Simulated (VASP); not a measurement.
# CaO (Fm-3m) in VASP: a series of runs

The runs below take CaO through relaxation of cell and atoms, with PBE.

Program: VASP 6.6.1. These are calculated values, not measurements. Logs are shortened: lines on timing, memory, paths and dates and some standing lists are left out, and cuts for length are marked.

### 1 The crystal as given

The structure is cubic, space group Fm-3m (No. 225). Conventional cell: a = 4.813 Å, b = 4.813 Å, c = 4.813 Å, α = 90.00°, β = 90.00°, γ = 90.00°. Ca (site symmetry m-3m) has 6 O at 2.41 Å as nearest neighbours. O (site symmetry m-3m) has 6 Ca at 2.41 Å as nearest neighbours.

The cell was built by a generator and needn't be a form met in nature.

### 2 Relaxation of cell and atoms, PBE

File INCAR:

```
  PREC = Accurate
  ENCUT = 600
  EDIFF = 1E-6
  ISMEAR = 0
  SIGMA = 0.03
  LREAL = F
  LASPH = T
  NELM = 80
  ALGO = Normal
  ISIF = 3
  LWAVE = F
  LCHARG = F
  GGA = PE
  IBRION = 2
  NSW = 90
  EDIFFG = -0.01
```

File KPOINTS:

```
regular mesh
0
Gamma
  12 12 12
```

File POSCAR:

```
CaO
1.0
    0.0000000000      2.4065000000      2.4065000000
    2.4065000000      0.0000000000      2.4065000000
    2.4065000000      2.4065000000      0.0000000000
Ca O
1 1
Direct
    0.0000000000      0.0000000000      0.0000000000
    0.5000000000      0.5000000000      0.5000000000
```

Potentials or basis: VASP PAW PBE potentials, release 64 (Ca_sv, O).

The run is started by

```sh
$ cat potpaw_PBE.64/Ca_sv/POTCAR potpaw_PBE.64/O/POTCAR > POTCAR
$ mpirun -np 1 vasp_std > vasp.out
```

OUTCAR:

```text
PREC = Accurate
   ENCUT = 600
   EDIFF = 1E-6
   ISMEAR = 0
   LREAL = F
   LASPH = T
   NELM = 80
   ISIF = 3
   GGA = PE
   IBRION = 2
   NSW = 90
   EDIFFG = -0.01

 ion  position               nearest neighbor table
   1  0.000  0.000  0.000-   2 2.41   2 2.41   2 2.41   2 2.41   2 2.41   2 2.41
   2  0.500  0.500  0.500-   1 2.41   1 2.41   1 2.41   1 2.41   1 2.41   1 2.41

  LATTYP: Found a face centered cubic cell.
 ALAT       =     4.8130000000

  Lattice vectors:

 A1 = (   0.0000000000,   2.4065000000,   2.4065000000)
 A2 = (   2.4065000000,   0.0000000000,   2.4065000000)
 A3 = (   2.4065000000,   2.4065000000,   0.0000000000)

Analysis of symmetry for initial positions (statically):
=====================================================================
 Subroutine PRICEL returns:
 Original cell was already a primitive cell.

 Routine SETGRP: Setting up the symmetry group for a
 face centered cubic supercell.

 Subroutine GETGRP returns: Found 48 space group operations
 (whereof 48 operations were pure point group operations)
 out of a pool of 48 trial point group operations.

The static configuration has the point symmetry O_h .

Analysis of symmetry for dynamics (positions and initial velocities):
=====================================================================
 Subroutine PRICEL returns:
 Original cell was already a primitive cell.

 Routine SETGRP: Setting up the symmetry group for a
 face centered cubic supercell.

 Subroutine GETGRP returns: Found 48 space group operations
 (whereof 48 operations were pure point group operations)
 out of a pool of 48 trial point group operations.

The dynamic configuration has the point symmetry O_h .

 Subroutine INISYM returns: Found 48 space group operations
 (whereof 48 operations are pure point group operations),
 and found     1 'primitive' translations

----------------------------------------------------------------------------------------

                                     Primitive cell

  volume of cell :      27.8732

  direct lattice vectors                    reciprocal lattice vectors
     0.000000000  2.406500000  2.406500000    -0.207770621  0.207770621  0.207770621
     2.406500000  0.000000000  2.406500000     0.207770621 -0.207770621  0.207770621
     2.406500000  2.406500000  0.000000000     0.207770621  0.207770621 -0.207770621

  length of vectors
     3.403304938  3.403304938  3.403304938     0.359869272  0.359869272  0.359869272

  position of ions in fractional coordinates (direct lattice)
     0.000000000  0.000000000  0.000000000
     0.500000000  0.500000000  0.500000000

  ion indices of the primitive-cell ions
   primitive index   ion index
                 1           1
                 2           2

----------------------------------------------------------------------------------------

 KPOINTS: regular mesh

Automatic generation of k-mesh.
 Grid dimensions read from file:
 generate k-points for:   12   12   12

 Generating k-lattice:

  Cartesian coordinates                     Fractional coordinates (reciprocal lattice)
    -0.017314218  0.017314218  0.017314218     0.083333333  0.000000000  0.000000000
     0.017314218 -0.017314218  0.017314218     0.000000000  0.083333333  0.000000000
     0.017314218  0.017314218 -0.017314218     0.000000000  0.000000000  0.083333333

  Length of vectors
     0.029989106  0.029989106  0.029989106

  Shift w.r.t. Gamma in fractional coordinates (k-lattice)
     0.000000000  0.000000000  0.000000000

 Subroutine IBZKPT returns following result:
 ===========================================

 Found     72 irreducible k-points:

 Following reciprocal coordinates:
            Coordinates               Weight
  0.000000  0.000000  0.000000      1.000000
  0.083333  0.000000  0.000000      8.000000
  0.166667  0.000000  0.000000      8.000000
  0.250000  0.000000  0.000000      8.000000
  0.333333  0.000000  0.000000      8.000000
  0.416667  0.000000  0.000000      8.000000
[... 16 lines left out ...]
  0.500000  0.166667  0.000000     24.000000
 -0.416667  0.166667  0.000000     24.000000
 [... further k-points ...]
   k-points           NKPTS =     72   k-points in BZ     NKDIM =     72   number of bands    NBANDS=     12
   number of dos      NEDOS =    301   number of ions     NIONS =      2
   total plane-waves  NPLWV =  21952
   dimension x,y,z NGX =    28 NGY =   28 NGZ =   28
   dimension x,y,z NGXF=    56 NGYF=   56 NGZF=   56
   ions per type =               1   1
   NGX,Y,Z   is equivalent  to a cutoff of  13.68, 13.68, 13.68 a.u.
   NGXF,Y,Z  is equivalent  to a cutoff of  27.36, 27.36, 27.36 a.u.
 SYSTEM =  unknown system
   PREC   = accura    normal or accurate (medium, high low for compatibility)
   ISTART =      0    job   : 0-new  1-cont  2-samecut
   ICHARG =      2    charge: 1-file 2-atom 10-const
   ISPIN  =      1    spin polarized calculation?
   LNONCOLLINEAR =      F non collinear calculations
   LSORBIT =      F    spin-orbit coupling
   LASPH  =      T    aspherical Exc in radial PAW
   ENCUT  =  600.0 eV  44.10 Ry    6.64 a.u.   6.80  6.80  6.80*2*pi/ulx,y,z
   NELM   =     80;   NELMIN=  2; NELMDL= -5     # of ELM steps
   EDIFF  = 0.1E-05   stopping-criterion for ELM
   LREAL  =      F    real-space projection
   EDIFFG = -.1E-01   stopping-criterion for IOM
   NSW    =     90    number of steps for IOM
   IBRION =      2    ionic relax: 0-MD 1-quasi-New 2-CG
   NFREE  =      1    steps in history (QN), initial steepest desc. (CG)
   ISIF   =      3    stress and relaxation
   ISYM   =      2    0-nonsym 1-usesym 2-fastsym
   POTIM  = 0.5000    time-step for ionic-motion
   TEBEG  =    0.0;   TEEND  =   0.0 temperature during run
   PSTRESS=    0.0 pullay stress
   NELECT =      16.0000    total number of electrons
   NUPDOWN=      -1.0000    fix difference up-down
   EMIN   =  10.00;   EMAX   =-10.00  energy-range for DOS
   EFERMI =   0.00;   METHOD = LEGACY
   ISMEAR =     0;   SIGMA  =   0.03  broadening in eV -4-tet -1-fermi 0-gaus
   EFERMI_NEDOS =   21; number of points for ismear=-14 and -15
   IALGO  =     38    algorithm
   IMIX   =      4    mixing-type and parameters
     AMIX     =   0.40;   BMIX     =  1.00
     AMIX_MAG =   1.60;   BMIX_MAG =  1.00
  volume/ion in A,a.u.               =      13.94        94.05
  Fermi-wavevector in a.u.,A,eV,Ry     =   1.360564  2.571093 25.186211  1.851134
  Thomas-Fermi vector in A             =   2.487215
   LORBIT       =      0    0 simple, 1 ext, 2 COOP (PROOUT), +10 PAW based schemes
   GGA     = PE    functional components
   LHFCALC =     F    Hartree Fock is set to
   AEXX    =    0.0000 exact exchange contribution
   IVDW    =     0    specifies the selected vdW correction
   LEPSILON=     F    determine dielectric tensor
   LRPA    =     F    only Hartree local field effects (RPA)
 conjugate gradient relaxation of ions
 non-spin polarized calculation
 Gauss-broadening in eV      SIGMA  =   0.03
  energy-cutoff  :      600.00
  volume of cell :       27.87
 maximum number of plane-waves:       950
   NGX = 13   NGY = 13   NGZ = 13

--------------------------------------- Ionic step        1  -------------------------------------------

 number of electron      15.9999998 magnetization

 Free energy of the ion-electron system (eV)
  ---------------------------------------------------
  ext. energy  EPLUGINS =         0.00000000
  ---------------------------------------------------
  free energy    TOTEN  =       -12.80507073 eV

  energy without entropy =      -12.80507073  energy(sigma->0) =      -12.80507073

------------------------ aborting loop because EDIFF is reached ----------------------------------------

  FORCE on cell =-STRESS in cart. coord.  units (eV):
  Direction    XX          YY          ZZ          XY          YZ          ZX
  --------------------------------------------------------------------------------------
  -------------------------------------------------------------------------------------
  Total        0.2892566      0.2892566      0.2892566     -0.0000000     -0.0000000     -0.0000000
  in kB       16.6267089     16.6267089     16.6267089     -0.0000000     -0.0000000     -0.0000000
  external PRESSURE =      16.6267089 kB  Pullay stress =       0.0000000 kB
[... 57 lines left out ...]
  energy  without entropy=      -12.8070309678  energy(sigma->0) =      -12.80703097

--------------------------------------- Ionic step        3  -------------------------------------------

 number of electron      16.0000000 magnetization

 Free energy of the ion-electron system (eV)
  ---------------------------------------------------
  ext. energy  EPLUGINS =         0.00000000
  ---------------------------------------------------
  free energy    TOTEN  =       -12.80730491 eV

  energy without entropy =      -12.80730491  energy(sigma->0) =      -12.80730491

 E-fermi :   2.4475     XC(G=0): -10.3805

 val. band max:        2.2383185277   @ k =   0.0000   0.0000   0.0000
 cond. band min:       5.8799447224   @ k =   0.5000   0.5000   0.0000
 fundamental gap:      3.6416261948
 Fermi energy:         2.4474808727

 k-point     1 :       0.0000    0.0000    0.0000
  band No.  band energies     occupation
      1     -35.4780      2.00000
      2     -16.2558      2.00000
      3     -16.2558      2.00000
      4     -16.2558      2.00000
      5     -13.2566      2.00000
      6       2.2383      2.00000
      7       2.2383      2.00000
      8       2.2383      2.00000
      9       6.7954      0.00000
     10       8.4162      0.00000
     11       8.4162      0.00000
     12       8.4162      0.00000
[... 331 lines left out ...]
 k-point    24 :      -0.4167    0.1667    0.0000
  band No.  band energies     occupation
      1     -35.3751      2.00000
      2     -17.1537      2.00000
      3     -16.4315      2.00000
      4     -16.3311      2.00000
      5     -12.3012      2.00000
      6       0.0006      2.00000
      7       1.1321      2.00000
      8       1.1493      2.00000
      9       9.0346      0.00000
     10       9.3605      0.00000
     11      10.5400      0.00000
     12      11.1257      0.00000

 [... further k-points ...]

------------------------ aborting loop because EDIFF is reached ----------------------------------------

  FORCE on cell =-STRESS in cart. coord.  units (eV):
  Direction    XX          YY          ZZ          XY          YZ          ZX
  --------------------------------------------------------------------------------------
  -------------------------------------------------------------------------------------
  Total       -0.0001449     -0.0001449     -0.0001449     -0.0000000      0.0000000      0.0000000
  in kB       -0.0082003     -0.0082003     -0.0082003     -0.0000000      0.0000000      0.0000000
  external PRESSURE =      -0.0082003 kB  Pullay stress =       0.0000000 kB
[... 17 lines left out ...]
  FREE ENERGIE OF THE ION-ELECTRON SYSTEM (eV)
  ---------------------------------------------------
  free  energy   TOTEN  =       -12.8073049068 eV

  energy  without entropy=      -12.8073049068  energy(sigma->0) =      -12.80730491

 reached required accuracy - stopping structural energy minimisation
```

It took 45 s on 1 thread of Intel Xeon Platinum 8488C (Sapphire Rapids), shared host; peak memory 0.18 GiB.

What came out:

| Property | Result |
| --- | --- |
| Free energy | -12.8073 eV |
| Relaxed volume | 14.15 Å³/atom |
| Relaxed cell | a = 3.421 Å, b = 3.421 Å, c = 3.421 Å, α = 60.00°, β = 60.00°, γ = 60.00° |
| Space group after relaxing (to 0.05 Å) | Fm-3m (No. 225) |
| Energy gained by relaxing | 1.1 meV/atom |
| Ionic steps | 3 |
| Pressure after relaxing | 0.0 GPa |
| Band gap on the k mesh | 3.64 eV, indirect (least direct gap 4.02 eV) |

Step by step:
```tsv
step	energy change (eV)	largest force (eV/Å)	pressure (GPa)	volume (Å³)
1	0.0000	0.0000	1.66	27.87
2	-0.0020	0.0000	-0.56	28.46
3	-0.0022	0.0000	0.00	28.31
```

Final structure:
```cif
data_structure
_symmetry_space_group_name_H-M 'P 1'
_symmetry_Int_Tables_number 1
_cell_length_a 3.4209
_cell_length_b 3.4209
_cell_length_c 3.4209
_cell_angle_alpha 60.000
_cell_angle_beta 60.000
_cell_angle_gamma 60.000
_cell_volume 28.31
loop_
_atom_site_label
_atom_site_type_symbol
_atom_site_fract_x
_atom_site_fract_y
_atom_site_fract_z
_atom_site_occupancy
Ca1 Ca 0.00000 0.00000 0.00000 1
O1 O 0.50000 0.50000 0.50000 1
```

A k mesh can miss the band edges. PBE gaps usually lie below the measured ones, often by a third to a half.

### 3 Relaxation of cell and atoms, PBE

This run uses another cell than the first one, of 14.15 Å³/atom, 1.016 times its volume.

INCAR: that of step 2 with these lines changed.

```diff
@@ -2,3 +2,3 @@
   ENCUT = 600
-  EDIFF = 1E-6
+  EDIFF = 1E-7
   ISMEAR = 0
@@ -15,2 +15,2 @@
   NSW = 90
-  EDIFFG = -0.01
+  EDIFFG = -0.005
```

KPOINTS is that of step 2.

File POSCAR:

```
CaO                                     
1.0
   -0.0000000000      2.4189292732      2.4189292732
    2.4189292732      0.0000000000      2.4189292732
    2.4189292732      2.4189292732      0.0000000000
  Ca              O             
     1     1
Direct
     0.0000000000000000    0.0000000000000000    0.0000000000000000
     0.5000000000000000    0.5000000000000000    0.5000000000000000
```

Potentials or basis: VASP PAW PBE potentials, release 64 (Ca_sv, O).

The run is started by

```sh
$ cat potpaw_PBE.64/Ca_sv/POTCAR potpaw_PBE.64/O/POTCAR > POTCAR
$ mpirun -np 1 vasp_std > vasp.out
```

Wall time 19 s (1 thread of Intel Xeon Platinum 8488C (Sapphire Rapids), shared host); peak memory 0.18 GiB.

It converged, with:

- Free energy: -12.8079 eV
- Pressure after relaxing: 0.0 GPa
- Band gap on the k mesh: 3.64 eV, indirect (least direct gap 4.02 eV)

Final structure:
```yaml
crystal:
  lattice:
    - [0.00000, 2.41893, 2.41893]
    - [2.41893, 0.00000, 2.41893]
    - [2.41893, 2.41893, 0.00000]
  atoms:
    - { symbol: Ca, position: [0.00000, 0.00000, 0.00000] }
    - { symbol: O, position: [0.50000, 0.50000, 0.50000] }
```

Levels at points of the mesh, in eV from the valence-band top:
| k point | band 4 | band 5 | band 6 | band 7 | band 8 | band 9 | band 10 | band 11 | band 12 |
| --- | --- | --- | --- | --- | --- | --- | --- | --- | --- |
| (0.00, 0.00, 0.00) | -18.49 | -15.49 | 0.00 | 0.00 | 0.00 | 4.56 | 6.18 | 6.18 | 6.18 |
| (0.50, 0.00, 0.00) | -18.55 | -14.38 | -2.59 | -1.16 | -1.16 | 6.96 | 8.25 | 8.25 | 8.36 |
| (0.50, 0.50, 0.00) | -18.71 | -15.26 | -1.31 | -0.38 | -0.38 | 3.64 | 7.90 | 8.78 | 9.40 |

Caveat: the relaxation stopped at its first step, so nothing moved.
